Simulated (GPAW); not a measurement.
# Sb (Pm-3m) in GPAW: settings compared, part 2 of 2

GPAW 26.7.0. Earlier steps stand in the parts before.

## Step 3: Relaxation of cell and atoms, PBEsol+D3(BJ)+ATM

run.py

```python
from ase import Atoms
from ase.calculators.mixing import SumCalculator
from ase.filters import FrechetCellFilter
from ase.io import write
from ase.optimize import BFGS
from dftd3.ase import DFTD3
from gpaw import GPAW, PW, setup_paths

setup_paths.insert(0, '.')

atoms = Atoms(['Sb'],
              cell=[[3.16, 0.0, 0.0],
                    [0.0, 3.16, 0.0],
                    [0.0, 0.0, 3.16]],
              scaled_positions=[[0.0, 0.0, 0.0]],
              pbc=True)

calc = GPAW(mode=PW(600),
            xc='PBEsol',
            kpts={'size': (8, 8, 8), 'gamma': True},
            occupations={'name': 'fermi-dirac', 'width': 0.05},
            nbands=15,
            convergence={'density': 1e-05, 'forces': 0.0001},
            maxiter=150,
            txt='gpaw.txt')
atoms.calc = SumCalculator([calc, DFTD3(damping='d3bj', params_tweaks=dict(method='pbesol', atm=True))])
opt = BFGS(FrechetCellFilter(atoms), trajectory='relax.traj', logfile='-')
done = opt.run(fmax=0.02, steps=60)
calc.write('gs.gpw')
write('result.traj', atoms)
print('Converged:', done)
print('Cell:', atoms.cell.cellpar().round(4))
print('Volume:', round(atoms.get_volume(), 4))
print(atoms.get_scaled_positions().round(5))
```

Potentials or basis: PAW data sets generated in the run's folder for this functional, pw.

On the command line:

```bash
$ gpaw-setup -f PBEsol Sb
$ OMP_NUM_THREADS=1 python run.py
```

gpaw.txt:

```text
__  _  _
 | _ |_)|_||  |
 |__||  | ||/\| - 26.7.0

Input parameters:
  mode=PW(ecut=600.0),
  convergence={'density': 1e-05, 'forces': 0.0001},
  kpts=MonkhorstPack(size=(8, 8, 8), gamma=True),
  maxiter=150,
  nbands=15,
  occupations=Occupations(name='fermi-dirac', width=0.05),
  xc=XC(name='PBEsol')

Diagonalizing LCAO Hamiltonian
Converting LCAO to pw mode
   .-------.
  /|       |
 * |       |
 | |       |
 | .-------.
 |/       /
 Sb------*

Atoms  # Å, Bohr magnetons
|   | symbol |        x |        y |        z |    initial magnetic moments |
|---|--------|----------|----------|----------|-----------------------------|
| 0 |     Sb | 0.000000 | 0.000000 | 0.000000 | ( 0.0000,  0.0000,  0.0000) |

Unit cell  # Å
| periodic |        x |        y |        z |  lengths |    angles |
|----------|----------|----------|----------|----------|-----------|
|      yes | 3.160000 | 0.000000 | 0.000000 | 3.160000 | 90.000000 |
|      yes | 0.000000 | 3.160000 | 0.000000 | 3.160000 | 90.000000 |
|      yes | 0.000000 | 0.000000 | 3.160000 | 3.160000 | 90.000000 |

Number of symmetries: 48
Symmetry operations  # r_c * U_cc + t_c -> r_c
|    | kind |            matrix            |
|----|------|------------------------------|
|  0 |  E   |  1, 0, 0,  0, 1, 0,  0, 0, 1 |
|  1 |  σ   |  1, 0, 0,  0, 1, 0,  0, 0,-1 |
|  2 |  σ   |  1, 0, 0,  0, 0, 1,  0, 1, 0 |
|  3 |  C4  |  1, 0, 0,  0, 0, 1,  0,-1, 0 |
|  4 |  C4  |  1, 0, 0,  0, 0,-1,  0, 1, 0 |
|  5 |  σ   |  1, 0, 0,  0, 0,-1,  0,-1, 0 |
|  6 |  σ   |  1, 0, 0,  0,-1, 0,  0, 0, 1 |
|  7 |  C2  |  1, 0, 0,  0,-1, 0,  0, 0,-1 |
|  8 |  σ   |  0, 1, 0,  1, 0, 0,  0, 0, 1 |
[... 199 lines left out ...]
No gap
No difference between direct/indirect transitions

Stress tensor  # eV/Ang^3
|        x |        y |        z |
|----------|----------|----------|
| 0.030654 | 0.000000 | 0.000000 |
| 0.000000 | 0.030654 | 0.000000 |
| 0.000000 | 0.000000 | 0.030654 |

Forces  # eV/Ang
|       x |       y |       z |
|---------|---------|---------|
[... 237 lines left out ...]
|  0.013201 | -0.000000 | 0.000000 |
| -0.000000 |  0.013201 | 0.000000 |
|  0.000000 |  0.000000 | 0.013201 |

Forces  # eV/Ang
|       x |       y |       z |
|---------|---------|---------|
| 0.00000 | 0.00000 | 0.00000 |  # Sb   0

Interpolating wave functions to new cell

       Sb

Atoms  # Å, Bohr magnetons
|   | symbol |         x |         y |         z |    initial magnetic moments |
|---|--------|-----------|-----------|-----------|-----------------------------|
| 0 |     Sb | -0.000000 | -0.000000 | -0.000000 | ( 0.0000,  0.0000,  0.0000) |

Unit cell  # Å
| periodic |         x |         y |         z |  lengths |    angles |
|----------|-----------|-----------|-----------|----------|-----------|
|      yes |  3.012379 |  0.000000 | -0.000000 | 3.012379 | 90.000000 |
|      yes |  0.000000 |  3.012379 | -0.000000 | 3.012379 | 90.000000 |
|      yes | -0.000000 | -0.000000 |  3.012379 | 3.012379 | 90.000000 |

Number of symmetries: 48
Symmetry operations  # r_c * U_cc + t_c -> r_c
|    | kind |            matrix            |
|----|------|------------------------------|
|  0 |  E   |  1, 0, 0,  0, 1, 0,  0, 0, 1 |
|  1 |  σ   |  1, 0, 0,  0, 1, 0,  0, 0,-1 |
|  2 |  σ   |  1, 0, 0,  0, 0, 1,  0, 1, 0 |
|  3 |  C4  |  1, 0, 0,  0, 0, 1,  0,-1, 0 |
|  4 |  C4  |  1, 0, 0,  0, 0,-1,  0, 1, 0 |
|  5 |  σ   |  1, 0, 0,  0, 0,-1,  0,-1, 0 |
|  6 |  σ   |  1, 0, 0,  0,-1, 0,  0, 0, 1 |
|  7 |  C2  |  1, 0, 0,  0,-1, 0,  0, 0,-1 |
|  8 |  σ   |  0, 1, 0,  1, 0, 0,  0, 0, 1 |
[... 200 lines left out ...]
No gap
No difference between direct/indirect transitions

Stress tensor  # eV/Ang^3
|         x |         y |         z |
|-----------|-----------|-----------|
| -0.022284 |  0.000000 |  0.000000 |
|  0.000000 | -0.022284 | -0.000000 |
|  0.000000 | -0.000000 | -0.022284 |

Forces  # eV/Ang
|       x |        y |       z |
|---------|----------|---------|
| 0.00000 | -0.00000 | 0.00000 |  # Sb   0

Interpolating wave functions to new cell

       Sb

Atoms  # Å, Bohr magnetons
|   | symbol |         x |         y |         z |    initial magnetic moments |
|---|--------|-----------|-----------|-----------|-----------------------------|
| 0 |     Sb | -0.000000 | -0.000000 | -0.000000 | ( 0.0000,  0.0000,  0.0000) |

Unit cell  # Å
| periodic |         x |         y |         z |  lengths |    angles |
|----------|-----------|-----------|-----------|----------|-----------|
|      yes |  3.026484 | -0.000000 | -0.000000 | 3.026484 | 90.000000 |
|      yes | -0.000000 |  3.026484 |  0.000000 | 3.026484 | 90.000000 |
|      yes | -0.000000 |  0.000000 |  3.026484 | 3.026484 | 90.000000 |

Number of symmetries: 48
Symmetry operations  # r_c * U_cc + t_c -> r_c
|    | kind |            matrix            |
|----|------|------------------------------|
|  0 |  E   |  1, 0, 0,  0, 1, 0,  0, 0, 1 |
|  1 |  σ   |  1, 0, 0,  0, 1, 0,  0, 0,-1 |
|  2 |  σ   |  1, 0, 0,  0, 0, 1,  0, 1, 0 |
|  3 |  C4  |  1, 0, 0,  0, 0, 1,  0,-1, 0 |
|  4 |  C4  |  1, 0, 0,  0, 0,-1,  0, 1, 0 |
|  5 |  σ   |  1, 0, 0,  0, 0,-1,  0,-1, 0 |
|  6 |  σ   |  1, 0, 0,  0,-1, 0,  0, 0, 1 |
|  7 |  C2  |  1, 0, 0,  0,-1, 0,  0, 0,-1 |
|  8 |  σ   |  0, 1, 0,  1, 0, 0,  0, 0, 1 |
[... 199 lines left out ...]
No gap
No difference between direct/indirect transitions

Stress tensor  # eV/Ang^3
|         x |         y |         z |
|-----------|-----------|-----------|
| -0.015678 | -0.000000 | -0.000000 |
| -0.000000 | -0.015678 |  0.000000 |
| -0.000000 |  0.000000 | -0.015678 |

Forces  # eV/Ang
|       x |       y |        z |
|---------|---------|----------|
| 0.00000 | 0.00000 | -0.00000 |  # Sb   0

# Writing to gs.gpw (mode='')
```

Wall time 20 s (1 thread of AMD EPYC 9R45 (Zen 5), shared host); peak memory 0.18 GiB.

What came out:

```
Free energy                            : -5.2544 eV
Relaxed volume                         : 27.72 Å³/atom
Relaxed cell                           : a = 3.026 Å, b = 3.026 Å, c = 3.026 Å, α = 90.00°, β = 90.00°, γ = 90.00°
Space group after relaxing (to 0.05 Å) : Pm-3m (No. 221)
Energy gained by relaxing              : 92.5 meV/atom
Ionic steps                            : 4
Pressure after relaxing                : -0.1 GPa
Band gap on the k mesh                 : none (metal or under the smearing width)
Dispersion energy per atom             : -0.466 eV
```

The path:
```tsv
step	energy change (eV)	largest force (eV/Å)	pressure (GPa)	volume (Å³)
1	0.0000	0.0000	-6.90	31.55
2	-0.0633	0.0000	-4.35	29.77
3	-0.0912	0.0000	0.93	27.34
4	-0.0925	0.0000	-0.06	27.72
```

Final structure:
```xyz
1
Lattice="3.0265 0.0000 0.0000 0.0000 3.0265 0.0000 0.0000 0.0000 3.0265" Properties=species:S:1:pos:R:3 pbc="T T T"
Sb    0.0000    0.0000    0.0000
```

Levels at points of the mesh, in eV from the Fermi level:
| k point | band 4 | band 5 | band 6 | band 7 | band 8 | band 9 | band 10 | band 11 |
| --- | --- | --- | --- | --- | --- | --- | --- | --- |
| (0.00, 0.00, 0.00) | -28.94 | -28.94 | -12.91 | 3.50 | 3.50 | 3.50 | 7.30 | 7.30 |
| (0.50, 0.00, 0.00) | -28.97 | -28.94 | -10.19 | -6.04 | 5.75 | 5.75 | 9.88 | 10.81 |
| (0.50, 0.50, 0.00) | -28.99 | -28.85 | -7.31 | -3.81 | -3.81 | 1.93 | 8.09 | 13.60 |
| (0.50, 0.50, 0.50) | -28.85 | -28.85 | -4.05 | -1.70 | -1.70 | -1.70 | 4.84 | 4.84 |

Caveat: later steps reuse the first step's grids; pairwise dispersion overbinds metals, which lowers pressure and volume.

## Step 4: Relaxation of cell and atoms, PBEsol+D4

run.py: that of step 3 with these lines changed.

```diff
@@ -5,3 +5,3 @@
 from ase.optimize import BFGS
-from dftd3.ase import DFTD3
+from dftd4.ase import DFTD4
 from gpaw import GPAW, PW, setup_paths
@@ -25,3 +25,3 @@
             txt='gpaw.txt')
-atoms.calc = SumCalculator([calc, DFTD3(damping='d3bj', params_tweaks=dict(method='pbesol', atm=True))])
+atoms.calc = SumCalculator([calc, DFTD4(method='pbesol')])
 opt = BFGS(FrechetCellFilter(atoms), trajectory='relax.traj', logfile='-')
```

Potentials or basis: PAW data sets generated in the run's folder for this functional, pw.

On the command line:

```bash
$ gpaw-setup -f PBEsol Sb
$ OMP_NUM_THREADS=1 python run.py
```

gpaw.txt:

```text
__  _  _
 | _ |_)|_||  |
 |__||  | ||/\| - 26.7.0

Input parameters:
  mode=PW(ecut=600.0),
  convergence={'density': 1e-05, 'forces': 0.0001},
  kpts=MonkhorstPack(size=(8, 8, 8), gamma=True),
  maxiter=150,
  nbands=15,
  occupations=Occupations(name='fermi-dirac', width=0.05),
  xc=XC(name='PBEsol')

Diagonalizing LCAO Hamiltonian
Converting LCAO to pw mode
   .-------.
  /|       |
 * |       |
 | |       |
 | .-------.
 |/       /
 Sb------*

Atoms  # Å, Bohr magnetons
|   | symbol |        x |        y |        z |    initial magnetic moments |
|---|--------|----------|----------|----------|-----------------------------|
| 0 |     Sb | 0.000000 | 0.000000 | 0.000000 | ( 0.0000,  0.0000,  0.0000) |

Unit cell  # Å
| periodic |        x |        y |        z |  lengths |    angles |
|----------|----------|----------|----------|----------|-----------|
|      yes | 3.160000 | 0.000000 | 0.000000 | 3.160000 | 90.000000 |
|      yes | 0.000000 | 3.160000 | 0.000000 | 3.160000 | 90.000000 |
|      yes | 0.000000 | 0.000000 | 3.160000 | 3.160000 | 90.000000 |

Number of symmetries: 48
Symmetry operations  # r_c * U_cc + t_c -> r_c
|    | kind |            matrix            |
|----|------|------------------------------|
|  0 |  E   |  1, 0, 0,  0, 1, 0,  0, 0, 1 |
|  1 |  σ   |  1, 0, 0,  0, 1, 0,  0, 0,-1 |
|  2 |  σ   |  1, 0, 0,  0, 0, 1,  0, 1, 0 |
|  3 |  C4  |  1, 0, 0,  0, 0, 1,  0,-1, 0 |
|  4 |  C4  |  1, 0, 0,  0, 0,-1,  0, 1, 0 |
|  5 |  σ   |  1, 0, 0,  0, 0,-1,  0,-1, 0 |
|  6 |  σ   |  1, 0, 0,  0,-1, 0,  0, 0, 1 |
|  7 |  C2  |  1, 0, 0,  0,-1, 0,  0, 0,-1 |
|  8 |  σ   |  0, 1, 0,  1, 0, 0,  0, 0, 1 |
[... 199 lines left out ...]
No gap
No difference between direct/indirect transitions

Stress tensor  # eV/Ang^3
|        x |        y |        z |
|----------|----------|----------|
| 0.030654 | 0.000000 | 0.000000 |
| 0.000000 | 0.030654 | 0.000000 |
| 0.000000 | 0.000000 | 0.030654 |

Forces  # eV/Ang
|       x |       y |       z |
[... 233 lines left out ...]

Stress tensor  # eV/Ang^3
|        x |        y |        z |
|----------|----------|----------|
| 0.015065 | 0.000000 | 0.000000 |
| 0.000000 | 0.015065 | 0.000000 |
| 0.000000 | 0.000000 | 0.015065 |

Forces  # eV/Ang
|        x |       y |       z |
|----------|---------|---------|
| -0.00000 | 0.00000 | 0.00000 |  # Sb   0

Interpolating wave functions to new cell

       Sb

Atoms  # Å, Bohr magnetons
|   | symbol |        x |        y |         z |    initial magnetic moments |
|---|--------|----------|----------|-----------|-----------------------------|
| 0 |     Sb | 0.000000 | 0.000000 | -0.000000 | ( 0.0000,  0.0000,  0.0000) |

Unit cell  # Å
| periodic |         x |         y |         z |  lengths |    angles |
|----------|-----------|-----------|-----------|----------|-----------|
|      yes |  3.026616 | -0.000000 |  0.000000 | 3.026616 | 90.000000 |
|      yes | -0.000000 |  3.026616 | -0.000000 | 3.026616 | 90.000000 |
|      yes |  0.000000 | -0.000000 |  3.026616 | 3.026616 | 90.000000 |

Number of symmetries: 48
Symmetry operations  # r_c * U_cc + t_c -> r_c
|    | kind |            matrix            |
|----|------|------------------------------|
|  0 |  E   |  1, 0, 0,  0, 1, 0,  0, 0, 1 |
|  1 |  σ   |  1, 0, 0,  0, 1, 0,  0, 0,-1 |
|  2 |  σ   |  1, 0, 0,  0, 0, 1,  0, 1, 0 |
|  3 |  C4  |  1, 0, 0,  0, 0, 1,  0,-1, 0 |
|  4 |  C4  |  1, 0, 0,  0, 0,-1,  0, 1, 0 |
|  5 |  σ   |  1, 0, 0,  0, 0,-1,  0,-1, 0 |
|  6 |  σ   |  1, 0, 0,  0,-1, 0,  0, 0, 1 |
|  7 |  C2  |  1, 0, 0,  0,-1, 0,  0, 0,-1 |
|  8 |  σ   |  0, 1, 0,  1, 0, 0,  0, 0, 1 |
[... 200 lines left out ...]
No gap
No difference between direct/indirect transitions

Stress tensor  # eV/Ang^3
|         x |         y |         z |
|-----------|-----------|-----------|
| -0.015616 | -0.000000 |  0.000000 |
| -0.000000 | -0.015616 | -0.000000 |
|  0.000000 | -0.000000 | -0.015616 |

Forces  # eV/Ang
|       x |        y |        z |
|---------|----------|----------|
| 0.00000 | -0.00000 | -0.00000 |  # Sb   0

Interpolating wave functions to new cell

       Sb

Atoms  # Å, Bohr magnetons
|   | symbol |        x |        y |         z |    initial magnetic moments |
|---|--------|----------|----------|-----------|-----------------------------|
| 0 |     Sb | 0.000000 | 0.000000 | -0.000000 | ( 0.0000,  0.0000,  0.0000) |

Unit cell  # Å
| periodic |         x |         y |         z |  lengths |    angles |
|----------|-----------|-----------|-----------|----------|-----------|
|      yes |  3.038570 |  0.000000 | -0.000000 | 3.038570 | 90.000000 |
|      yes | -0.000000 |  3.038570 | -0.000000 | 3.038570 | 90.000000 |
|      yes |  0.000000 | -0.000000 |  3.038570 | 3.038570 | 90.000000 |

Number of symmetries: 48
Symmetry operations  # r_c * U_cc + t_c -> r_c
|    | kind |            matrix            |
|----|------|------------------------------|
|  0 |  E   |  1, 0, 0,  0, 1, 0,  0, 0, 1 |
|  1 |  σ   |  1, 0, 0,  0, 1, 0,  0, 0,-1 |
|  2 |  σ   |  1, 0, 0,  0, 0, 1,  0, 1, 0 |
|  3 |  C4  |  1, 0, 0,  0, 0, 1,  0,-1, 0 |
|  4 |  C4  |  1, 0, 0,  0, 0,-1,  0, 1, 0 |
|  5 |  σ   |  1, 0, 0,  0, 0,-1,  0,-1, 0 |
|  6 |  σ   |  1, 0, 0,  0,-1, 0,  0, 0, 1 |
|  7 |  C2  |  1, 0, 0,  0,-1, 0,  0, 0,-1 |
|  8 |  σ   |  0, 1, 0,  1, 0, 0,  0, 0, 1 |
[... 199 lines left out ...]
No gap
No difference between direct/indirect transitions

Stress tensor  # eV/Ang^3
|         x |         y |         z |
|-----------|-----------|-----------|
| -0.010255 |  0.000000 |  0.000000 |
|  0.000000 | -0.010255 | -0.000000 |
|  0.000000 | -0.000000 | -0.010255 |

Forces  # eV/Ang
|       x |        y |       z |
|---------|----------|---------|
| 0.00000 | -0.00000 | 0.00000 |  # Sb   0

# Writing to gs.gpw (mode='')
```

Run time: 19 s. Hardware: 1 thread of AMD EPYC 9R45 (Zen 5), shared host; peak memory 0.18 GiB.

What came out:

* Free energy: -5.1059 eV
* Relaxed volume: 28.05 Å³/atom
* Relaxed cell: a = 3.039 Å, b = 3.039 Å, c = 3.039 Å, α = 90.00°, β = 90.00°, γ = 90.00°
* Space group after relaxing (to 0.05 Å): Pm-3m (No. 221)
* Energy gained by relaxing: 75.8 meV/atom
* Ionic steps: 4
* Pressure after relaxing: 0.0 GPa
* Band gap on the k mesh: none (metal or under the smearing width)
* Dispersion energy per atom: -0.313 eV

Step by step:
```
step  energy change (eV)  largest force (eV/Å)  pressure (GPa)  volume (Å³)
   1              0.0000                0.0000           -6.26        31.55
   2             -0.0519                0.0000           -3.90        29.93
   3             -0.0749                0.0000            0.77        27.73
   4             -0.0758                0.0000           -0.05        28.05
```

Final structure:
```
Sb
1.0
     3.03857    0.00000    0.00000
     0.00000    3.03857    0.00000
     0.00000    0.00000    3.03857
Sb
1
Direct
  0.00000 0.00000 0.00000
```

Caveat: later steps reuse the first step's grids; pairwise dispersion overbinds metals, which lowers pressure and volume.

## Step 5: Summary

| level | gap on the mesh (eV) | pressure (GPa) | relaxed volume (Å³/atom) |
| --- | --- | --- | --- |
| PBEsol+D3(BJ) | none | -0.1 | 27.60 |
| PBEsol+D3(BJ)+ATM | none | -0.1 | 27.72 |
| PBEsol+D4 | none | 0.0 | 28.05 |

Alike in all rows: task relaxation of cell and atoms; potentials or basis PAW data sets generated in the run's folder for this functional, pw; no spin polarisation; cell relaxed; k mesh 8 × 8 × 8; cutoff (eV) 600; smearing fermi-dirac 0.05 eV.

Caveats: later steps reuse the first step's grids; pairwise dispersion overbinds metals, which lowers pressure and volume.

Absolute energies hang on the potentials; compare differences alone.
